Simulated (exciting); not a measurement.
Input of an exciting (release sodium) run:

input.xml

```xml
<input>
  <title>HfN</title>
  <structure speciespath="./" tshift="false">
    <crystal scale="1">
      <basevect>0.000000000000 4.263222137156 4.263222137156</basevect>
      <basevect>4.263222137156 0.000000000000 4.263222137156</basevect>
      <basevect>4.263222137156 4.263222137156 0.000000000000</basevect>
    </crystal>
    <species speciesfile="Hf.xml" rmt="2.3">
      <atom coord="0.000000000000 0.000000000000 0.000000000000"/>
    </species>
    <species speciesfile="N.xml" rmt="1.45">
      <atom coord="0.500000000000 0.500000000000 0.500000000000"/>
    </species>
  </structure>
  <groundstate do="fromscratch" ngridk="10 10 10" rgkmax="7.5" gmaxvr="14" lmaxapw="10" lmaxmat="10" lmaxvr="8" xctype="GGA_PBE" stype="Fermi Dirac" swidth="0.00183747" nempty="14" ValenceRelativity="iora*" epsengy="1e-05" epspot="1e-05" maxscl="60" tforce="true" outputlevel="normal"/>
</input>
```

Potentials or basis: all-electron LAPW+lo, shipped species files, valence relativity iora*.

Command:

```console
$ OMP_NUM_THREADS=1 exciting_smp
```

(1) Predict the band gap on the k mesh.

Answers

(1) none (metal or under the smearing width).
